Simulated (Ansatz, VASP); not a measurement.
One calculation of C, two programs

File INCAR:

```
SYSTEM = C
ALGO = Normal ; EDIFF = 1E-6
ENCUT = 520 ; GGA = PE
ISIF = 2 ; ISMEAR = 0
LASPH = .TRUE. ; LCHARG = .FALSE.
LREAL = .FALSE. ; LWAVE = .FALSE.
NELM = 60 ; PREC = Accurate
SIGMA = 0.024
```

File KPOINTS:

```
k-points
0
G
  13 13 13
  0 0 0
```

File POSCAR:

```
C
1.0
    0.0000000000      1.7833700000      1.7833700000
    1.7833700000      0.0000000000      1.7833700000
    1.7833700000      1.7833700000      0.0000000000
C
2
Direct
    0.7500000000      0.7500000000      0.7500000000
    0.5000000000      0.5000000000      0.5000000000
```

Contents of input.yaml:

```yaml
crystal:
  lattice:
    - [0.0, 1.78337, 1.78337]
    - [1.78337, 0.0, 1.78337]
    - [1.78337, 1.78337, 0.0]
  atoms:
    - { symbol: C, position: [0.75, 0.75, 0.75] }
    - { symbol: C, position: [0.5, 0.5, 0.5] }
hamiltonian:
  xc: pbe
  pseudopotentials: { kind: paw }
kpoints:
  mp_grid: { grid: [13, 13, 13] }
scf:
  occupations: { method: gaussian, width: 0.024 }
output:
  forces: true
  stress: true
  eigenvalues: true
```

This isn't the form of C at room conditions, which is graphite.

Alike in both runs: task single point; functional PBE; k mesh 13 × 13 × 13; occupations gaussian, width 0.024 eV; no spin polarisation.

|  | VASP | Ansatz |
| --- | --- | --- |
| version | VASP 6.6.1 | Ansatz 0.2.0 |
| potentials or method | VASP PAW PBE potentials, release 64 (C) | Ansatz PAW |
| plane-wave cutoff (eV) | 520 | 420 |
| valence electrons in the cell | 8 | 8 |

|  | VASP | Ansatz | Ansatz less VASP |
| --- | --- | --- | --- |
| gap on the k mesh at the Fermi level (eV) | 4.14 | 4.15 | +0.008 |
| least direct gap on the mesh (eV) | 5.59 | 5.59 | +0.004 |
| pressure (GPa) | 2.5 | 1.8 | -0.68 |

With one functional, cell and mesh, what is left measures potentials, basis and numerics.

Caveats: an odd mesh through Γ misses points on the zone boundary, where band edges often lie (VASP); odd divisions of the mesh miss points on the zone boundary, where band edges often lie, so the gap on the mesh can be too wide (Ansatz); the pressure holds a Pulay correction of +1.0 GPa for the finite cutoff (Ansatz). As with any semilocal functional, this PBE gap is likely too small.
